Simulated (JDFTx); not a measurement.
Wanted: the native input for a JDFTx 1.7.0 (patched build) run.

```yaml
Task: single point
Functional: RPBE
Potentials_or_basis: SPMS-PBE-1.0 with smoothed tails
Cutoff: 1361 eV
Density_cutoff: 10885 eV
k_mesh: 6 × 6 × 6
Occupations: fermi-dirac, width 0.1 eV
Spin: no spin polarisation
Hubbard_terms: Hf d U = 5.3 eV
Local_potential_set_to_-Z/r_beyond: 6 bohr
Bands: 18
Density_cutoff_over_wavefunction_cutoff: 8
Max_SCF_steps: 100
SCF_threshold_on_the_energy: 1e-09 Ha
Solver_of_the_electrons: scf
Further_solve_for_the_empty_bands: yes
Hubbard_projectors: atomic pseudo-orbitals, not orthogonalised
```

HfO2:

```
Hf O
1.0
     0.00000    2.55750    2.55750
     2.55750    0.00000    2.55750
     2.55750    2.55750    0.00000
Hf O
1 2
Direct
  0.00000 0.00000 0.00000
  0.75000 0.75000 0.75000
  0.25000 0.25000 0.25000
```

Measurements of this composition are mostly on another form, of space group No. 14.

These files were run (other wordings do the same):

HfO2.in

```
lattice \
    0.0000000000     4.8329745637     4.8329745637 \
    4.8329745637     0.0000000000     4.8329745637 \
    4.8329745637     4.8329745637     0.0000000000
coords-type Lattice
ion Hf     0.0000000000     0.0000000000     0.0000000000 1
ion O      0.7500000000     0.7500000000     0.7500000000 1
ion O      0.2500000000     0.2500000000     0.2500000000 1

ion-species pseudo/Hf.upf
ion-species pseudo/O.upf
elec-cutoff 50 400
elec-ex-corr gga-x-rpbe gga-c-pbe
kpoint-folding 6 6 6
elec-smearing Fermi 0.0036749322
elec-n-bands 18
add-U Hf d 0.194771
electronic-SCF nIterations 100 energyDiffThreshold 1e-09
electronic-minimize nIterations 30 energyDiffThreshold 1e-7
converge-empty-states yes
forces-output-coords Cartesian

dump-name run.$VAR
dump End Ecomponents EigStats BandEigs Kpoints Forces Stress State
```

Potentials or basis: SPMS-PBE-1.0 with smoothed tails.

The run is started by

```sh
$ jdftx -c 1 -i HfO2.in -o HfO2.out
```

It gave:

| Quantity | Value |
| --- | --- |
| Pressure | 5.4 GPa |
| Band gap on the k mesh | 4.79 eV, indirect (least direct gap 4.92 eV) |
| Loewdin charges | Hf +1.57; O -0.74 e |

Caveat: the k mesh is coarse; the potentials were made for another functional, which shifts forces and pressure; spin-orbit coupling is left out, which moves the levels of the heavy elements.

Run time: 93 s on 1 thread of Arm Neoverse V1, with other jobs on the host, peak memory 0.14 GiB.
